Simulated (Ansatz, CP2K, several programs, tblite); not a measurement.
Energy against volume for an ordered 6-atom cell of SnGe₅ on the diamond lattice (P3m1), at fixed shape and fractional coordinates, computed by several methods (PBE and r2SCAN, where shown, with plane waves in Ansatz); the cell shown is that of r2SCAN. With free coordinates or axes held, a curve is too stiff, and on another method's shape its minimum isn't the method's own volume. The symmetry is P3m1 (No. 156, trigonal); a = 4.139 Å, c = 10.073 Å in the conventional setting, 24.91 Å³ an atom. Ge is surrounded by 3 Ge at 2.51 Å and 1 Sn at 2.65 Å; Ge is surrounded by 4 Ge at 2.46–2.51 Å; Ge is surrounded by 1 Ge at 2.45 Å and 3 Sn at 2.58 Å; Ge is surrounded by 4 Ge at 2.45–2.51 Å; Sn is surrounded by 4 Ge at 2.58–2.65 Å. No spin polarisation. The prototype was imposed, so other structures may be more stable. Energies count from each curve's lowest point; fits are third-order Birch-Murnaghan.

```cif
data_structure
_symmetry_space_group_name_H-M 'P 1'
_symmetry_Int_Tables_number 1
_cell_length_a 4.1393
_cell_length_b 4.1393
_cell_length_c 10.0727
_cell_angle_alpha 90.000
_cell_angle_beta 90.000
_cell_angle_gamma 120.000
_cell_volume 149.46
loop_
_atom_site_label
_atom_site_type_symbol
_atom_site_fract_x
_atom_site_fract_y
_atom_site_fract_z
_atom_site_occupancy
Ge1 Ge 0.00000 0.00000 0.98634 1
Ge2 Ge 0.66667 0.33333 0.66600 1
Ge3 Ge 0.33333 0.66667 0.34710 1
Ge4 Ge 0.66667 0.33333 0.91057 1
Ge5 Ge 0.33333 0.66667 0.59055 1
Sn1 Sn 0.00000 0.00000 0.24943 1
```

Problem. PBE/SZV (CP2K), on the shape of the cell shown, gives
```tsv
V (Å³/atom)	E (meV/atom)
21.921	69.67
23.415	7.47
24.910	0.00
26.404	31.77
27.899	92.62
```
What equilibrium volume and bulk modulus follow?

Solution. V₀ = 24.40 Å³ an atom and B₀ = 77 GPa.

light PBE (260 eV, its own mesh), on the shape of the cell shown:
```csv
V (Å³/atom),E (meV/atom)
22.917,74.30
23.913,26.35
24.910,0.00
25.906,2.10
26.903,10.13
27.899,19.07
```
The points scatter about a smooth fit, as a low cutoff and a light mesh can make them, so no fit is quoted.

GFN1-xTB (tblite), on the shape of the cell shown, as a cluster of 54 atoms at the zone centre:

| V (Å³/atom) | E (meV/atom) |
| --- | --- |
| 21.921 | 256.51 |
| 23.415 | 109.19 |
| 24.910 | 29.47 |
| 26.404 | 0.00 |
| 27.899 | 7.23 |

V₀ = 26.80 Å³ an atom and B₀ = 65 GPa.

PBE/DZVP (CP2K), on the shape of the cell shown:
```csv
V (Å³/atom),E (meV/atom)
21.921,169.41
23.415,66.59
24.910,14.51
26.404,0.00
27.899,12.45
```
V₀ = 26.39 Å³ an atom and B₀ = 51 GPa.

Problem. r2SCAN, on the shape of its own relaxed cell, gives
```tsv
V (Å³/atom)	E (meV/atom)
23.415	19.89
24.163	4.68
24.910	0.00
25.657	4.24
26.404	16.00
```
What equilibrium volume and bulk modulus follow?

Solution. V₀ = 24.91 Å³ an atom and B₀ = 64 GPa.
